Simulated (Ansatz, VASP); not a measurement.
SrO: VASP beside Ansatz

```xyz
2
Lattice="0.0000 2.5698 2.5698 2.5698 0.0000 2.5698 2.5698 2.5698 0.0000" Properties=species:S:1:pos:R:3 pbc="T T T"
Sr    0.0000    0.0000   -0.4375
O     2.5698    2.5698    2.5698
```

Change from the starting cell: all Sr atoms moved +0.438 Å, as atom 1 towards its neighbour atom 2 (O) at 2.570 Å.

Alike in both runs: task single point; functional PBEsol; k mesh 8 × 8 × 8; occupations gaussian, width 0.05 eV; no spin polarisation.

|  | VASP | Ansatz |
| --- | --- | --- |
| version | VASP 6.6.1 | Ansatz 0.2.0 |
| potentials or method | VASP PAW PBE potentials, release 64 (Sr_sv, O) | scalar-relativistic, plane waves, PAW |
| plane-wave cutoff (eV) | 520 | 420 |
| valence electrons in the cell | 16 | 16 |

VASP gave:

| Item | Value |
| --- | --- |
| gap on the k mesh at the Fermi level (eV) | 3.19 |
| least direct gap on the mesh (eV) | 3.28 |
| pressure (GPa) | 6.6 |
| largest component of the traceless stress (GPa) | 16.04 |
| rms of the force components (eV/Å) | 1.405 |

**Question.** What did Ansatz give for the same quantities?

**Answer.** gap on the k mesh at the Fermi level (eV): 3.23; least direct gap on the mesh (eV): 3.31; pressure (GPa): 5.6; largest component of the traceless stress (GPa): 15.05; rms of the force components (eV/Å): 1.315.

Atom by atom the forces differ by 0.090 eV/Å (rms over components). With one functional, cell and mesh, what is left measures potentials, basis and numerics.

Caveats: the PAW data sets were made with another functional, which shifts forces and pressure a little (VASP). A k mesh can miss the band edges.
